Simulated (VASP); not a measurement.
An input for Ansatz (written as the equivalent of a VASP run, and not itself run):

Ansatz 0.2 input:
```yaml
crystal:
  lattice:
    - [1.3500000, -2.3382690, 0.0000000]
    - [1.3500000, 2.3382690, 0.0000000]
    - [0.0000000, 0.0000000, 4.3800000]
  atoms:
    - { symbol: Be, position: [0.6666670, 0.3333330, 0.5000000] }
    - { symbol: Be, position: [0.3333330, 0.6666670, 0.0000000] }
    - { symbol: O, position: [0.6666670, 0.3333330, 0.8780000] }
    - { symbol: O, position: [0.3333330, 0.6666670, 0.3780000] }
kpoints:
  mp_grid: { grid: [7, 7, 4] }
hamiltonian:
  xc: pbe
  pseudopotentials: { kind: paw }
magnetization: { noncollinear: true, spin_orbit: true }
scf:
  occupations: { method: gaussian, width: 0.05 }
  max_iter: 100
output: { forces: true, stress: true, eigenvalues: true }
```

Question: Write the VASP files for the same calculation (PBE+SOC).

Answer: This is not unique; one that fits is 
POSCAR:
```
BeO
1
    1.3500000000    -2.3382690000     0.0000000000
    1.3500000000     2.3382690000     0.0000000000
    0.0000000000     0.0000000000     4.3800000000
Be O
2 2
Direct
  0.6666670000   0.3333330000   0.5000000000
  0.3333330000   0.6666670000   0.0000000000
  0.6666670000   0.3333330000   0.8780000000
  0.3333330000   0.6666670000   0.3780000000
```

File KPOINTS:
```
Automatic mesh
0
Gamma
7 7 4
0 0 0
```

### INCAR
```
LWAVE = F
LCHARG = F
NELM = 100   # most electronic steps
ALGO = Normal
SIGMA = 0.05
LASPH = T   # aspherical one-centre terms
SYSTEM = BeO
ISMEAR = 0   # Gaussian
ENCUT = 520
GGA = PE
LREAL = F
ISIF = 2   # forces and stress, cell fixed
GGA_COMPAT = F
PREC = Accurate
EDIFF = 1E-6
LSORBIT = T
MAGMOM = 12*0
```

POTCAR, in this order: Be O (PBE.64 set). Program: vasp_ncl.

What does not carry over: each code has its own PAW files, so the cut-off isn't converted (ENCUT is set for VASP's; basis.ecutwfc is left out, and Ansatz then takes the one that its files recommend); Ansatz stops its SCF on the density residual and VASP on the energy change (EDIFF).

The compound is BeO in the wurtzite structure. The cell was not relaxed at this level.
